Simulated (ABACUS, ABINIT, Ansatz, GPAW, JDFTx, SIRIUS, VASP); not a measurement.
# One calculation of ZrC, 8 ways

```
Zr C
1.0
     0.00000    2.36500    2.36500
     2.36500    0.00000    2.36500
     2.36500    2.36500    0.00000
Zr C
1 1
Direct
  0.50000 0.50000 0.50000
  0.00000 0.00000 0.00000
```

Alike in all runs: task single point; functional PBE; k mesh 10 × 10 × 10; occupations fermi-dirac, width 0.05 eV; no spin polarisation; no spin-orbit coupling. Pressure is positive in compression and, in plane waves, holds the error of the finite cutoff, which Ansatz's Pulay term estimates and takes out.

```csv
program and potentials,plane-wave cutoff (eV),notes,band gap (eV),pressure (GPa)
"Ansatz, Ansatz PAW",420,Pulay term of +0.20 GPa included,no gap,-2.92
"VASP, PBE PAW files C, Zr_sv, 520 eV",520,-,no gap,-2.69
"GPAW, GPAW PAW data sets (gpaw-data 1.2.1)",800,-,no gap,-3.84
"Ansatz, all-electron LAPW, scalar-relativistic",-,-,?,?
"ABINIT, JTH PAW PBE v2.0",517,-,no gap,-3.10
"JDFTx, PseudoDojo-SR-PBE-0.5-standard",1116,-,no gap,-2.80
"ABACUS, PseudoDojo NC SR 0.4.1 PBE standard, plane waves",1116,-,no gap,-2.80
"SIRIUS, PseudoDojo 0.4.1 PBE standard (scalar relativistic)",1127,-,no gap,-2.80
```

**Question.** Estimate from the other rows what the run with Ansatz, all-electron LAPW, scalar-relativistic gave.

**Answer.** No band gap; pressure -2.86 GPa. The other rows, which needn't bracket it: pressure -3.84 to -2.69.
